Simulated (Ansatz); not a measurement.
Crystal: Ge.

```
Ge
1.0
    -1.60842    1.60842    1.87318
     1.60842   -1.60842    1.87318
     1.60842    1.60842   -1.87318
Ge
1
Direct
  0.50000 0.50000 0.00000
```

The cell was built by a generator and needn't be a form met in nature.

| Quantity | Value |
| --- | --- |
| Program | Ansatz 0.2.0 |
| Task | relaxation of cell and atoms |
| Functional | revPBE |
| Dispersion | D3(BJ) |
| Potentials or basis | Ansatz PAW |
| Cutoff | 420 eV (not typed: the program's choice for these potentials) |
| k mesh | 12 × 12 × 12 |
| Occupations | fermi-dirac, width 0.05 eV |
| Spin | no spin polarisation |

At the start: volume 19.38 Å³/atom.

Task: How do energy, volume and symmetry change on relaxing?

Result: It ends after 13 steps and the volume is 18.11 Å³/atom (-6.6 %); space group I4/mmm (No. 139, to 0.05 Å).

The path:
```csv
step,energy change (eV),largest force (eV/Å),volume (Å³)
1,0.0000,0.0000,19.38
2,-0.0144,0.0000,18.01
3,-0.0148,0.0000,18.23
4,-0.0149,0.0000,18.21
5,-0.0149,0.0000,18.19
6,-0.0150,0.0000,18.18
7,-0.0153,0.0000,18.19
8,-0.0168,0.0000,18.26
9,-0.0182,0.0000,18.00
10,-0.0186,0.0000,17.98
11,-0.0187,0.0000,18.20
12,-0.0188,0.0000,18.11
13,-0.0185,0.0000,18.11
```

Final structure:
```
CELL_PARAMETERS angstrom
-1.52660 1.52660 1.94258
1.52660 -1.52660 1.94258
1.52660 1.52660 -1.94258
ATOMIC_POSITIONS crystal
Ge 0.50000 0.50000 0.00000
```

Caveat: the plane-wave basis is chosen anew once the cell has moved, so the energies of steps on either side of that aren't comparable; pairwise dispersion overbinds metals, which lowers pressure and volume; the PAW data sets come from PBE, with cores solved anew for the run's functional, which leaves a small shift of forces and pressure.
